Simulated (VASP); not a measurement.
Set up this calculation in VASP 6.6.1, as the native input.

* Task: single point
* Functional: PBEsol
* Potentials or basis: VASP PAW PBE potentials, release 64 (Li_sv)
* Cutoff: 520 eV
* k mesh: 18 × 18 × 18
* Occupations: gaussian, width 0.1 eV
* Spin: no spin polarisation
* Dipole correction: no
* Further INCAR settings: ALGO = Fast; EDIFF = 1e-07; NBANDS = 8

The structure of Li lies in POSCAR:

```
Li
1.0
   -1.7166026942      1.7166026942      1.7166026942
    1.7166026942     -1.7166026942      1.7166026942
    1.7166026942      1.7166026942     -1.7166026942
Li
1
Direct
    0.0000000000      0.0000000000      0.0000000000
```

The input as run:

INCAR

```
SYSTEM = Li
PREC = Accurate
ENCUT = 520
EDIFF = 1E-7
ISMEAR = 0
SIGMA = 0.1
LREAL = .FALSE.
LASPH = .TRUE.
NELM = 100
ALGO = Fast
ISIF = 2
LWAVE = .FALSE.
LCHARG = .FALSE.
GGA = PS
NBANDS = 8
```

KPOINTS

```
regular mesh
0
G
  18 18 18
  0 0 0
```

Potentials or basis: VASP PAW PBE potentials, release 64 (Li_sv).

Run with:

```sh
$ cat potpaw_PBE.64/Li_sv/POTCAR > POTCAR
$ mpirun -np 1 vasp_std > vasp.out
```

Results of the run:

| Quantity | Value |
| --- | --- |
| Band gap on the k mesh | none (metal or under the smearing width) |

Wall time 17 s on 1 thread of Intel(R) Xeon(R) Platinum 8488C (Sapphire Rapids) (shared host), peak memory 0.14 GiB.
